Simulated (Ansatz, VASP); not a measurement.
# Ba: VASP beside Ansatz

File INCAR:

```
ALGO = Normal
EDIFF = 1E-6
ENCUT = 520
GGA = PE
ISIF = 2
ISMEAR = 0
LASPH = True
LCHARG = False
LREAL = False
LWAVE = False
NBANDS = 11
NELM = 100
PREC = Accurate
SIGMA = 0.1
```

The input KPOINTS:

```
k-points
0
Gamma
  10 10 12
```

The input POSCAR:

```
Ba
1.0
    4.2384291050      0.0000000000      0.0000000000
    0.0000000000      4.2384291050      0.0000000000
    0.0000000000      0.0000000000      3.4962911683
Ba
1
Direct
    0.5000000000      0.5000000000      0.5000000000
```

Input for Ansatz:

```yaml
crystal:
  lattice:
    - [4.238429105, 0.0, 0.0]
    - [0.0, 4.238429105, 0.0]
    - [0.0, 0.0, 3.4962911683]
  atoms:
    - { symbol: Ba, position: [0.5, 0.5, 0.5] }
basis:
  ecutwfc: 420
kpoints:
  mp_grid: { grid: [10, 10, 12] }
hamiltonian:
  xc: pbe
scf:
  occupations: { method: gaussian, width: 0.1 }
output:
  forces: true
  stress: true
  eigenvalues: true
```

Alike in both runs: task single point; functional PBE; k mesh 10 × 10 × 12; occupations gaussian, width 0.1 eV; no spin polarisation.

|  | VASP | Ansatz |
| --- | --- | --- |
| version | VASP 6.6.1 | Ansatz 0.2.0 |
| potentials or method | VASP PAW PBE potentials, release 64 (Ba_sv) | scalar-relativistic, plane waves, PAW |
| plane-wave cutoff (eV) | 520 | 420 |
| valence electrons in the cell | 10 | 10 |

|  | VASP | Ansatz | Ansatz less VASP |
| --- | --- | --- | --- |
| gap on the k mesh at the Fermi level (eV) | none | none | - |
| pressure (GPa) | 0.4 | 0.2 | -0.17 |
| largest component of the traceless stress (GPa) | 4.76 | 4.58 | -0.175 |

A gap of «none» marks a metal or a gap that the smearing closes. The functional is the same, so the differences come from potentials, cutoffs and numerics.

The runs have no spin-orbit coupling, so splittings on Ba are missing.
